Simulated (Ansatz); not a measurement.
# Tantalum, simple cubic under PBEsol: ground state and equation of state

Aim: take tantalum in the simple cubic structure, relax it, solve it on a dense k-mesh, then scale the cell to 7 volumes from 88 to 112 % of the relaxed one and try a fit of the equation of state. Spin polarisation is left out. The k-meshes are 12×12×12 for the relaxation; 19×19×19 for the dense run; 13×13×13 for the volumes.

This is Ta in the simple cubic structure; at room conditions it is bcc.

Program: Ansatz 0.2.0. Level of theory: DFT PBEsol, plane waves (420 eV) with PAW, scalar-relativistic; PAW files made under PBE, frozen cores solved again for the functional. These are calculated values, not measurements.

### 1 The system as given

The structure is cubic, space group Pm-3m (No. 221). Conventional cell: a = 2.692 Å, b = 2.692 Å, c = 2.692 Å, α = 90.00°, β = 90.00°, γ = 90.00°. Ta (site symmetry m-3m) is surrounded by 6 Ta at 2.69 Å.

Structure file:

```cif
data_structure
_symmetry_space_group_name_H-M 'P 1'
_symmetry_Int_Tables_number 1
_cell_length_a 2.6920
_cell_length_b 2.6920
_cell_length_c 2.6920
_cell_angle_alpha 90.000
_cell_angle_beta 90.000
_cell_angle_gamma 90.000
_cell_volume 19.51
loop_
_atom_site_label
_atom_site_type_symbol
_atom_site_fract_x
_atom_site_fract_y
_atom_site_fract_z
_atom_site_occupancy
Ta1 Ta 0.00000 0.00000 0.00000 1
```

### 2 Relaxing cell and atoms

The input, input.yaml:

```yaml
crystal:
  lattice:
    - [2.6919965271, 0.0, 0.0]
    - [0.0, 2.6919965271, 0.0]
    - [0.0, 0.0, 2.6919965271]
  atoms:
    - { symbol: Ta, position: [0.0, 0.0, 0.0] }
hamiltonian:
  xc: pbesol
  pseudopotentials:
    kind: paw
    azcp:
      Ta: "pseudopotentials/Ta.paw.azcp"
basis:
  ecutwfc: 420
  fft_grid_basis: typed
kpoints:
  mp_grid: { grid: [12, 12, 12], shift: [0, 0, 0] }
magnetization:
  spin_polarized: false
scf:
  occupations: { method: fermi_dirac, width: 0.1 }
relax:
  max_steps: 60
  f_tol: 0.01
  cell: {}
```

On the command line:

```sh
ansatz run input.yaml --threads 2 --pin off --max-ram 5120MiB --backend cpu --events-out ev --progress --plain --runs-dir out
```

What it wrote:

```text
Warning: <dir> the record states the generating functional pbe (its physics header spells it `PBE`), which answers neither for hamiltonian.xc's functional nor for the pbesol family's — results may be inconsistent (PPs are generated against a specific XC)
Warning: RAYON_NUM_THREADS=2 ignored (pool sized by the plan → 2); use --threads N
Engine: ansatz 0.2.0, aarch64-unknown-linux-gnu
Pseudopotentials: kind: paw
Pseudopotential: Ta, paw, valence charge 13, recommended cutoff 420 eV (normal), <dir>
Functional definition: PBEsol
  exchange = pbesol_x
  correlation = pbesol_c
Crystal: 1 atoms, lattice volume = 19.508 Å³
Basis set: ecut = 420 eV, 389 PW (Γ), exchange–correlation on 36×36×36 points (8 copies of the dense FFT grid, shifted against one another)
Bands: 11, of which v1, the nominal top of the filled ones, is band 7 counted from 1 (6 counted from 0)
Symmetry: 48 space group operations
Space group: Pm-3m (ITA 221), of the structure as read, at distance tolerance 2.7e-5 Å
k-points: 84 of 1728
Non-local potential: Ta, projectors of the file, l = 0: 3, l = 1: 2, l = 2: 2, l = 3: 1
PAW form: soft (Blöchl's): semilocal exchange-correlation on the pseudo side does not see the compensation charge
PAW frozen core: Ta, regenerated for the run's functional, and the local potential with it (the file was generated under x = pbe(κ = 0.804, μ = 0.2195149727645171), c = pbe(β = 0.06672455060314922))
PAW one-centre angular grid: Ta, 590 points (default); XC on 64 Gauss nodes
Initial density: superposition of atomic densities (neutral atoms: chi_scale 0, normalization atom), corrected by the library's trained network
Initial wavefunctions: pseudopotential atomic-orbital guess
Functional: x = pbesol(κ = 0.804, μ = 0.12345679012345678), c = pbesol(β = 0.046)
SCF iter   1: F=—  HF=-9805.370644 eV  |F-HF|=—  |Δ(HF+E_count)|=         —  Δρ=5.07e-3  dr2=3.64e-3  ethr=1.77e-3  ⟨swp⟩=5.0  Hψ=5298  notcnv=0
preconditioner: auto → none  [metal: Δε(μ)=0.077 eV  Ē_g=7.640 eV  σ=0.100 eV  W_gap=0.19  n_scr=6 (ndim 8)  ℏωp=18.8 eV  f_vac=0.000  D(μ)=0.71/eV (n_scr^D=6)  sad-step TF]
SCF iter   2: F=—  HF=-9805.369704 eV  |F-HF|=—  |Δ(HF+E_count)|=   9.40e-4  Δρ=3.07e-3  dr2=1.50e-3  ethr=2.80e-5  ⟨swp⟩=1.3  Hψ=1645  notcnv=0
SCF iter   3: F=—  HF=-9805.369297 eV  |F-HF|=—  |Δ(HF+E_count)|=   4.07e-4  Δρ=3.41e-4  dr2=9.17e-6  ethr=1.15e-5  ⟨swp⟩=2.0  Hψ=1061  notcnv=0
SCF iter   4: F=—  HF=-9805.369283 eV  |F-HF|=—  |Δ(HF+E_count)|=   1.35e-5  Δρ=5.99e-5  dr2=4.13e-7  ethr=7.05e-8  ⟨swp⟩=2.0  Hψ=1391  notcnv=0
iter 5 did not close the SCF: its close was put off for the readings that it lacked (scf_convergence_deferred on its scf_iter line)
SCF iter   5: F=-9805.369283 eV  HF=-9805.369283 eV  |F-HF|=2.09e-8  |Δ(HF+E_count)|=   1.59e-7  Δρ=1.32e-5  dr2=3.24e-8  ethr=3.18e-9  ⟨swp⟩=2.0  Hψ=1444  notcnv=0
SCF iter   6: F=-9805.369283 eV  HF=-9805.369283 eV  |F-HF|=4.82e-10  |Δ(HF+E_count)|=   1.12e-8  Δρ=3.98e-6  dr2=1.06e-9  ethr=2.49e-10  ⟨swp⟩=2.0  Hψ=2973  notcnv=0
SCF 1 converged in 6 iterations: F = -9805.369283 eV  dr2 = 1.06e-9
relax step   1: F+E_penalty+E_count = -9805.36928290 eV  Δ(F+E_penalty+E_count) = +0.000e0 eV  max|allowed force component| = 0.000e0 eV/Å  Δτ_max = 0.0000 Å  P = +2.818 GPa  Ω = 19.508 Å³  (6 SCF iters, dr2 threshold 1.00e-7 eV, accepted)
Crystal: 1 atoms, lattice volume = 20.364 Å³
Initial density: handed on by an earlier stage of this run
Initial wavefunctions: those handed on with the density
iter 1 solved again at ethr=5.15e-6 eV; its pass at ethr=3.10e-3 eV (dr2=6.70e-4 eV) is discarded
SCF iter   1: F=—  HF=-9805.365811 eV  |F-HF|=—  |Δ(HF+E_count)|=         —  Δρ=1.69e-3  dr2=5.86e-4  ethr=5.15e-6  ⟨swp⟩=1.6  Hψ=6685  notcnv=0
preconditioner: auto → none  [metal: Δε(μ)=0.056 eV  Ē_g=7.325 eV  σ=0.100 eV  W_gap=0.14  n_scr=6 (ndim 8)  ℏωp=18.4 eV  f_vac=0.000  D(μ)=0.72/eV (n_scr^D=6)]
SCF iter   2: F=—  HF=-9805.365740 eV  |F-HF|=—  |Δ(HF+E_count)|=   7.16e-5  Δρ=6.23e-4  dr2=4.32e-5  ethr=4.50e-6  ⟨swp⟩=2.1  Hψ=1124  notcnv=0
SCF iter   3: F=—  HF=-9805.365746 eV  |F-HF|=—  |Δ(HF+E_count)|=   5.62e-6  Δρ=1.60e-4  dr2=2.28e-6  ethr=3.32e-7  ⟨swp⟩=1.7  Hψ=1095  notcnv=0
SCF iter   4: F=-9805.365749 eV  HF=-9805.365749 eV  |F-HF|=1.80e-8  |Δ(HF+E_count)|=   3.31e-6  Δρ=1.29e-5  dr2=1.62e-8  ethr=7.69e-10  ⟨swp⟩=3.5  Hψ=3469  notcnv=0
SCF 2 converged in 4 iterations: F = -9805.365749 eV  dr2 = 1.62e-8
relax step   2: F+E_penalty+E_count = -9805.36574883 eV  Δ(F+E_penalty+E_count) = +3.534e-3 eV  max|allowed force component| = 0.000e0 eV/Å  Δτ_max = 0.0000 Å  P = -3.818 GPa  Ω = 20.364 Å³  energy of the carried Pulay correction = -2.421e-4 eV  (4 SCF iters, dr2 threshold 1.00e-7 eV, rejected (line search))
Crystal: 1 atoms, lattice volume = 19.863 Å³
iter 1 solved again at ethr=1.64e-6 eV; its pass at ethr=3.10e-3 eV (dr2=2.13e-4 eV) is discarded
SCF iter   1: F=—  HF=-9805.372170 eV  |F-HF|=—  |Δ(HF+E_count)|=         —  Δρ=9.62e-4  dr2=1.82e-4  ethr=1.64e-6  ⟨swp⟩=2.2  Hψ=6622  notcnv=0
preconditioner: auto → none  [metal: Δε(μ)=0.094 eV  Ē_g=7.508 eV  σ=0.100 eV  W_gap=0.23  n_scr=6 (ndim 8)  ℏωp=18.6 eV  f_vac=0.000  D(μ)=0.72/eV (n_scr^D=6)]
SCF iter   2: F=—  HF=-9805.372148 eV  |F-HF|=—  |Δ(HF+E_count)|=   2.25e-5  Δρ=3.54e-4  dr2=1.36e-5  ethr=1.40e-6  ⟨swp⟩=2.1  Hψ=1128  notcnv=0
SCF iter   3: F=—  HF=-9805.372140 eV  |F-HF|=—  |Δ(HF+E_count)|=   7.55e-6  Δρ=8.86e-5  dr2=6.59e-7  ethr=1.05e-7  ⟨swp⟩=1.7  Hψ=1085  notcnv=0
SCF iter   4: F=—  HF=-9805.372140 eV  |F-HF|=—  |Δ(HF+E_count)|=   5.62e-7  Δρ=7.11e-6  dr2=5.51e-9  ethr=5.07e-9  ⟨swp⟩=2.1  Hψ=1071  notcnv=0
SCF iter   5: F=—  HF=-9805.372140 eV  |F-HF|=—  |Δ(HF+E_count)|=   6.08e-9  Δρ=7.45e-7  dr2=8.60e-11  ethr=4.24e-11  ⟨swp⟩=2.4  Hψ=1391  notcnv=0
SCF iter   6: F=-9805.372140 eV  HF=-9805.372140 eV  |F-HF|=3.64e-12  |Δ(HF+E_count)|=  2.91e-11  Δρ=2.56e-8  dr2=4.97e-14  ethr=1.00e-12  ⟨swp⟩=5.8  Hψ=3552  notcnv=0
SCF 3 converged in 6 iterations: F = -9805.372140 eV  dr2 = 4.97e-14
relax step   3: F+E_penalty+E_count = -9805.37213979 eV  Δ(F+E_penalty+E_count) = -2.857e-3 eV  max|allowed force component| = 0.000e0 eV/Å  Δτ_max = 0.0000 Å  P = -0.101 GPa  Ω = 19.863 Å³  energy of the carried Pulay correction = -1.015e-4 eV  (6 SCF iters, accepted)
Crystal: 1 atoms, lattice volume = 19.851 Å³
iter 1 solved again at ethr=1.24e-9 eV; its pass at ethr=3.10e-3 eV (dr2=1.62e-7 eV) is discarded
SCF iter   1: F=—  HF=-9805.372163 eV  |F-HF|=—  |Δ(HF+E_count)|=         —  Δρ=2.47e-5  dr2=1.19e-7  ethr=1.24e-9  ⟨swp⟩=2.4  Hψ=6348  notcnv=0
preconditioner: auto → none  [metal: Δε(μ)=0.088 eV  Ē_g=7.516 eV  σ=0.100 eV  W_gap=0.21  n_scr=6 (ndim 8)  ℏωp=18.6 eV  f_vac=0.000  D(μ)=0.72/eV (n_scr^D=6)]
SCF iter   2: F=-9805.372147 eV  HF=-9805.372147 eV  |F-HF|=5.78e-9  |Δ(HF+E_count)|=   1.53e-5  Δρ=9.20e-6  dr2=9.38e-9  ethr=1.96e-10  ⟨swp⟩=3.1  Hψ=3419  notcnv=0
SCF 4 converged in 2 iterations: F = -9805.372147 eV  dr2 = 9.38e-9
relax step   4: F+E_penalty+E_count = -9805.37214737 eV  Δ(F+E_penalty+E_count) = -7.586e-6 eV  max|allowed force component| = 0.000e0 eV/Å  Δτ_max = 0.0000 Å  P = -0.002 GPa  Ω = 19.851 Å³  energy of the carried Pulay correction = -9.799e-5 eV  (2 SCF iters, dr2 threshold 2.55e-8 eV, accepted)
Basis set: ecut = 420 eV, 389 PW (Γ), exchange–correlation on 40×40×40 points (8 copies of the dense FFT grid, shifted against one another)
Initial wavefunctions: pseudopotential atomic-orbital guess (no wavefunctions were taken with the density)
iter 1 solved again at ethr=5.12e-8 eV; its pass at ethr=3.10e-3 eV (dr2=6.65e-6 eV) is discarded
SCF iter   1: F=—  HF=-9805.372261 eV  |F-HF|=—  |Δ(HF+E_count)|=         —  Δρ=3.04e-4  dr2=4.11e-7  ethr=5.12e-8  ⟨swp⟩=3.1  Hψ=7853  notcnv=0
preconditioner: auto → none  [metal: Δε(μ)=0.087 eV  Ē_g=7.516 eV  σ=0.100 eV  W_gap=0.21  n_scr=6 (ndim 8)  ℏωp=18.6 eV  f_vac=0.000  D(μ)=0.72/eV (n_scr^D=6)]
SCF iter   2: F=—  HF=-9805.372257 eV  |F-HF|=—  |Δ(HF+E_count)|=   4.14e-6  Δρ=1.52e-4  dr2=1.01e-7  ethr=3.16e-9  ⟨swp⟩=1.0  Hψ=925  notcnv=0
SCF iter   3: F=—  HF=-9805.372257 eV  |F-HF|=—  |Δ(HF+E_count)|=   3.49e-7  Δρ=1.50e-6  dr2=2.94e-10  ethr=7.76e-10  ⟨swp⟩=1.0  Hψ=924  notcnv=0
SCF iter   4: F=-9805.372257 eV  HF=-9805.372257 eV  |F-HF|=3.64e-12  |Δ(HF+E_count)|=  1.87e-10  Δρ=2.58e-7  dr2=2.79e-12  ethr=1.00e-12  ⟨swp⟩=6.0  Hψ=3693  notcnv=0
SCF 5 converged in 4 iterations: F = -9805.372257 eV  dr2 = 2.79e-12
relax step   5: F+E_penalty+E_count = -9805.37225652 eV  Δ(F+E_penalty+E_count) = -1.092e-4 eV  max|allowed force component| = 0.000e0 eV/Å  Δτ_max = 0.0000 Å  P = +0.004 GPa  Ω = 19.851 Å³  stress off target by 3.72e-3 GPa  SCF on the basis re-selected at this cell (its energy is not comparable with the rows above)  (4 SCF iters)
basis re-selected at this cell: Δ(F+E_penalty+E_count) = -1.092e-4 eV, ΔP = +0.006 GPa vs the last step (what re-selecting the basis moved, of the pressure what is left beyond the Pulay correction that the steps carried, after the strain that the cell walked since its last selection, with what the two solves' SCF thresholds leave and, on support functions, any second-order correction that the steps lacked; it is no measure of the basis error at this ecutwfc). The dense FFT grid was sized anew with the basis: this SCF ran on 20×20×20 points, the steps before it on 18×18×18, so part of this shift can come from that change (see relax.cell in the input reference). This SCF's stress stands 3.72e-3 GPa from its target on what of the cell is left free (relax.cell.stress_tol is 5.00e-2 GPa) and its largest allowed force component is 0.00e0 eV/Å (relax.f_tol is 1.00e-2 eV/Å): within both
SCF converged after 4 iterations
Free energy (F): -9805.372257 eV
Harris-Foulkes:  -9805.372257 eV  (|F-HF|=3.64e-12)
Internal energy: -9805.346909 eV  (E = F + TS)
E sigma→0 (E₀):  -9805.359583 eV
Entropy (-TS):   -0.025348 eV (-25.348 meV/atom)
Fermi energy:    16.497565 eV
--- Per-component energies (eV) ---
  E_band       = -132.483046
  E_kinetic    = 365.513862
  E_local      = -653.267778  (includes V_loc(G=0)·N_el)
  E_nonlocal   = 18.982600
  E_hartree    = 227.134595
  E_xc         = -216.184849
  E_vxc        = -202.802738  (∫ρ·V_xc dr)
  E_paw        = -8272.702212  (= ΣΔE_a)
  E_vpaw       = -115.178329  (= ΣTr[D̂ρ^β])
  E_aug_tail   = 0.000156  (compensation charges beyond the density's cutoff)
  E_ewald      = -1275.036928
  E_core_change = 0.213646  (= ΣΔE_core)
  E_smearing   = -0.025348  (= −TS)
  E_closure    = -0.000000  (closes the sum)
  Σ components = -9805.372257   (vs F -9805.372257, Δ=0.00e0)
--- Forces (eV/Å), atoms counted from 1 ---
  atom   1  Ta    -0.00000000     0.00000000    -0.00000000
  max |Σ_I F_I| component: 5.26e-33 eV/Å
--- Stress (GPa, compression-positive) ---
        0.003721      -0.000000       0.000000
       -0.000000       0.003721       0.000000
        0.000000       0.000000       0.003721
  P = ⅓ Tr σ = 0.0037 GPa (0.037 kbar)
--- Relaxed structure (4 steps of the walk, 3 accepted, 1 SCFs on fresh bases) ---
  F+E_penalty+E_count = -9805.37225652 eV   max|allowed force component| = 0.000e0 eV/Å   (the final SCF, on the basis selected at the relaxed cell)
  cell:  # Å, volume = 19.8505 Å³
    - [2.7076381087147143, -2.7604995869550378e-33, -3.851859888774472e-34]
    - [-2.7604995869550378e-33, 2.7076381087147143, -6.419766481290786e-35]
    - [-3.851859888774472e-34, -6.419766481290786e-35, 2.7076381087147143]
  atoms:
    - { symbol: Ta, position: [0.0, 0.0, 0.0] }
```

Wall time 2.9 s (2 threads of Arm Neoverse V1, shared host); peak memory 0.28 GiB.

Step by step:

```csv
step,energy change (meV/atom),largest force (eV/Å),pressure (GPa),volume (Å³/atom),accepted
1,0.00,0.0000,2.82,19.508,yes
2,3.53,0.0000,-3.82,20.364,no
3,-2.86,0.0000,-0.10,19.863,yes
4,-2.86,0.0000,0.00,19.851,yes
5,-2.97,0.0000,0.00,19.851,yes
```

Steps that repeat a cell are solved on a basis chosen anew, so their changes of energy are no gain of the relaxation.

Changes in the cell that was computed:

|  | before | after | change |
| --- | --- | --- | --- |
| a (Å) | 2.692 | 2.708 | +0.6 % |
| b (Å) | 2.692 | 2.708 | +0.6 % |
| c (Å) | 2.692 | 2.708 | +0.6 % |
| volume (Å³/atom) | 19.508 | 19.851 | +1.8 % |
| shortest distance (Å) | 2.692 | 2.708 | +0.6 % |
| space group (spins left aside) | Pm-3m | Pm-3m | same |

### 3 Dense single point

The input, input.yaml:

```yaml
crystal:
  lattice:
    - [2.7076381087, 0.0, 0.0]
    - [0.0, 2.7076381087, 0.0]
    - [0.0, 0.0, 2.7076381087]
  atoms:
    - { symbol: Ta, position: [0.0, 0.0, 0.0] }
hamiltonian:
  xc: pbesol
  pseudopotentials:
    kind: paw
    azcp:
      Ta: "pseudopotentials/Ta.paw.azcp"
basis:
  ecutwfc: 420
  fft_grid_basis: typed
kpoints:
  mp_grid: { grid: [19, 19, 19], shift: [0, 0, 0] }
magnetization:
  spin_polarized: false
scf:
  occupations: { method: fermi_dirac, width: 0.1 }
```

On the command line:

```sh
ansatz run input.yaml --threads 2 --pin off --max-ram 5120MiB --backend cpu --events-out ev --progress --plain --runs-dir out
```

What it wrote, cut to the lines that bear on the results:

```text
Warning: <dir> the record states the generating functional pbe (its physics header spells it `PBE`), which answers neither for hamiltonian.xc's functional nor for the pbesol family's — results may be inconsistent (PPs are generated against a specific XC)
Warning: RAYON_NUM_THREADS=2 ignored (pool sized by the plan → 2); use --threads N
[...]
[... 3 set-up lines as earlier in the session ...]
[...]
Crystal: 1 atoms, lattice volume = 19.851 Å³
Basis set: ecut = 420 eV, 389 PW (Γ)
Bands: 11, of which v1, the nominal top of the filled ones, is band 7 counted from 1 (6 counted from 0)
[... 2 set-up lines as earlier in the session ...]
k-points: 220 of 6859
[...]
SCF iter   1: F=—  HF=-9805.352041 eV  |F-HF|=—  |Δ(HF+E_count)|=         —  Δρ=3.91e-3  dr2=2.27e-3  ethr=1.77e-3  ⟨swp⟩=5.0  Hψ=13853  notcnv=0
[...]
SCF iter   6: F=-9805.351228 eV  HF=-9805.351228 eV  |F-HF|=3.13e-10  |Δ(HF+E_count)|=   1.45e-8  Δρ=3.21e-6  dr2=7.42e-10  ethr=2.83e-10  ⟨swp⟩=1.0  Hψ=7167  notcnv=0
[...]
SCF converged after 6 iterations
Free energy (F): -9805.351228 eV
[...]
E sigma→0 (E₀):  -9805.331662 eV
Entropy (-TS):   -0.039131 eV (-39.131 meV/atom)
Fermi energy:    16.519211 eV
[...]
```

It took 1.4 s on 2 threads of Arm Neoverse V1, shared host; peak memory 0.3 GiB.

### 4 The cell scaled to 88 % of its volume

The input, input.yaml:

```yaml
crystal:
  lattice:
    - [2.5946862, 0.0, 0.0]
    - [0.0, 2.5946862, 0.0]
    - [0.0, 0.0, 2.5946862]
  atoms:
    - { symbol: Ta, position: [0.0, 0.0, 0.0] }
hamiltonian:
  xc: pbesol
  pseudopotentials:
    kind: paw
    azcp:
      Ta: "pseudopotentials/Ta.paw.azcp"
basis:
  ecutwfc: 420
  fft_grid_basis: typed
kpoints:
  mp_grid: { grid: [13, 13, 13], shift: [0, 0, 0] }
magnetization:
  spin_polarized: false
scf:
  occupations: { method: fermi_dirac, width: 0.1 }
  lower_state_search: "off"
output:
  stress: true
```

On the command line:

```sh
ansatz run input.yaml --threads 2 --pin off --max-ram 5120MiB --backend cpu --events-out ev --progress --plain --runs-dir out
```

What it wrote, cut to the lines that bear on the results:

```text
Warning: <dir> the record states the generating functional pbe (its physics header spells it `PBE`), which answers neither for hamiltonian.xc's functional nor for the pbesol family's — results may be inconsistent (PPs are generated against a specific XC)
Warning: RAYON_NUM_THREADS=2 ignored (pool sized by the plan → 2); use --threads N
[...]
[... 3 set-up lines as earlier in the session ...]
[...]
Crystal: 1 atoms, lattice volume = 17.468 Å³
Basis set: ecut = 420 eV, 341 PW (Γ)
Bands: 11, of which v1, the nominal top of the filled ones, is band 7 counted from 1 (6 counted from 0)
[... 1 set-up line as earlier in the session ...]
Space group: Pm-3m (ITA 221), of the structure as read, at distance tolerance 2.6e-5 Å
k-points: 84 of 2197
[...]
SCF iter   1: F=—  HF=-9805.194508 eV  |F-HF|=—  |Δ(HF+E_count)|=         —  Δρ=8.64e-3  dr2=9.45e-3  ethr=1.77e-3  ⟨swp⟩=5.2  Hψ=5374  notcnv=0
[...]
SCF iter   6: F=-9805.191170 eV  HF=-9805.191170 eV  |F-HF|=3.46e-11  |Δ(HF+E_count)|=  7.60e-10  Δρ=6.06e-7  dr2=4.10e-11  ethr=2.87e-11  ⟨swp⟩=1.9  Hψ=2799  notcnv=0
[...]
SCF converged after 6 iterations
Free energy (F): -9805.191170 eV
[...]
E sigma→0 (E₀):  -9805.178722 eV
Entropy (-TS):   -0.024897 eV (-24.897 meV/atom)
Fermi energy:    19.194356 eV
[...]
--- Stress (GPa, compression-positive) ---
       25.296802       0.000000      -0.000000
       -0.000000      25.296802       0.000000
        0.000000       0.000000      25.296802
  P = ⅓ Tr σ = 25.2968 GPa (252.968 kbar)
```

Wall time 0.76 s (2 threads of Arm Neoverse V1, shared host); peak memory 0.26 GiB.

### 5 The cell scaled to 92 % of its volume

Changes to input.yaml since step 4:

```diff
@@ -2,5 +2,5 @@
   lattice:
-    - [2.5946862, 0.0, 0.0]
-    - [0.0, 2.5946862, 0.0]
-    - [0.0, 0.0, 2.5946862]
+    - [2.63341857, 0.0, 0.0]
+    - [0.0, 2.63341857, 0.0]
+    - [0.0, 0.0, 2.63341857]
   atoms:
```

On the command line:

```sh
ansatz run input.yaml --threads 2 --pin off --max-ram 5120MiB --backend cpu --events-out ev --progress --plain --runs-dir out
```

What it wrote, cut to the lines that bear on the results:

```text
Warning: <dir> the record states the generating functional pbe (its physics header spells it `PBE`), which answers neither for hamiltonian.xc's functional nor for the pbesol family's — results may be inconsistent (PPs are generated against a specific XC)
Warning: RAYON_NUM_THREADS=2 ignored (pool sized by the plan → 2); use --threads N
[...]
[... 3 set-up lines as earlier in the session ...]
[...]
Crystal: 1 atoms, lattice volume = 18.262 Å³
Basis set: ecut = 420 eV, 365 PW (Γ)
Bands: 11, of which v1, the nominal top of the filled ones, is band 7 counted from 1 (6 counted from 0)
[... 2 set-up lines as earlier in the session ...]
k-points: 84 of 2197
[...]
SCF iter   1: F=—  HF=-9805.292209 eV  |F-HF|=—  |Δ(HF+E_count)|=         —  Δρ=6.24e-3  dr2=5.45e-3  ethr=1.77e-3  ⟨swp⟩=5.1  Hψ=5324  notcnv=0
[...]
SCF iter   6: F=-9805.290227 eV  HF=-9805.290227 eV  |F-HF|=3.71e-10  |Δ(HF+E_count)|=   5.88e-9  Δρ=3.53e-6  dr2=7.58e-10  ethr=1.36e-10  ⟨swp⟩=2.0  Hψ=2969  notcnv=0
[...]
SCF converged after 6 iterations
Free energy (F): -9805.290227 eV
[...]
E sigma→0 (E₀):  -9805.277173 eV
Entropy (-TS):   -0.026108 eV (-26.108 meV/atom)
Fermi energy:    18.227457 eV
[...]
--- Stress (GPa, compression-positive) ---
       15.036479      -0.000000       0.000000
       -0.000000      15.036479       0.000000
        0.000000       0.000000      15.036479
  P = ⅓ Tr σ = 15.0365 GPa (150.365 kbar)
```

Wall time 0.79 s (2 threads of Arm Neoverse V1, shared host); peak memory 0.26 GiB.

[end of part 1 of 2]
